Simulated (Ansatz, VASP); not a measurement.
## CdF2 in VASP and in Ansatz

The input POSCAR:

```
CdF2
1.0
    0.0000000000      2.7470181066      2.7470181066
    2.7470181066      0.0000000000      2.7470181066
    2.7470181066      2.7470181066      0.0000000000
Cd F
1 2
Direct
    0.0000000000      0.0000000000      0.0000000000
    0.2500000000      0.2500000000      0.2500000000
    0.7500000000      0.7500000000      0.7500000000
```

Contents of INCAR.step1:

```
SYSTEM = CdF2
  PREC = Accurate
  ENCUT = 520
  ISMEAR = 0
  SIGMA = 0.01
  LREAL = .False.
  LASPH = .True.
  NELM = 60
  NBANDS = 20
  GGA = PE
  ALGO = Normal
  EDIFF = 1E-4
  LWAVE = .True.
  LCHARG = .False.
```

Contents of INCAR.step2:

```
SYSTEM = CdF2
  PREC = Accurate
  ENCUT = 520
  EDIFF = 1E-7
  ISMEAR = 0
  SIGMA = 0.01
  LREAL = .False.
  LASPH = .True.
  NELM = 60
  ALGO = Normal
  ISIF = 2
  LWAVE = .False.
  LCHARG = .False.
  METAGGA = R2SCAN
  LMIXTAU = .True.
  NBANDS = 20
  ISTART = 1
```

KPOINTS

```
regular mesh
0
Gamma
  6 6 6
  0 0 0
```

Input for Ansatz:

```yaml
crystal:
  lattice:
    - [0.0, 2.7470181066, 2.7470181066]
    - [2.7470181066, 0.0, 2.7470181066]
    - [2.7470181066, 2.7470181066, 0.0]
  atoms:
    - { symbol: Cd, position: [0.0, 0.0, 0.0] }
    - { symbol: F, position: [0.25, 0.25, 0.25] }
    - { symbol: F, position: [0.75, 0.75, 0.75] }
kpoints:
  mp_grid: { grid: [6, 6, 6] }
hamiltonian:
  xc: r2scan
scf:
  occupations: { method: fixed }
  n_extra_bands: 4
output:
  forces: true
  stress: true
  eigenvalues: true
```

Alike in both runs: task single point; functional r2SCAN; k mesh 6 × 6 × 6; no spin polarisation.

|  | VASP | Ansatz |
| --- | --- | --- |
| version | VASP 6.6.1 | Ansatz 0.2.0 |
| potentials or method | VASP PAW PBE potentials, release 64 (Cd, F) | plane waves, PAW |
| plane-wave cutoff (eV) | 520 | 500 |
| occupations | gaussian, width 0.01 eV | fixed |
| valence electrons in the cell | 26 | 34 |

Ansatz gave:

```
gap on the k mesh at the Fermi level (eV) : 3.60
pressure (GPa)                            : -5.7
```

Question: Which values does VASP return?

Answer: gap on the k mesh at the Fermi level (eV): 3.56; pressure (GPa): -5.0.

The two sets of potentials don't hold the same shells in valence.

Caveats: the PAW data sets were made with another functional, which shifts forces and pressure a little (VASP). A k mesh can miss the band edges. r2SCAN opens gaps a little over a GGA but as a rule still falls short of measured ones.
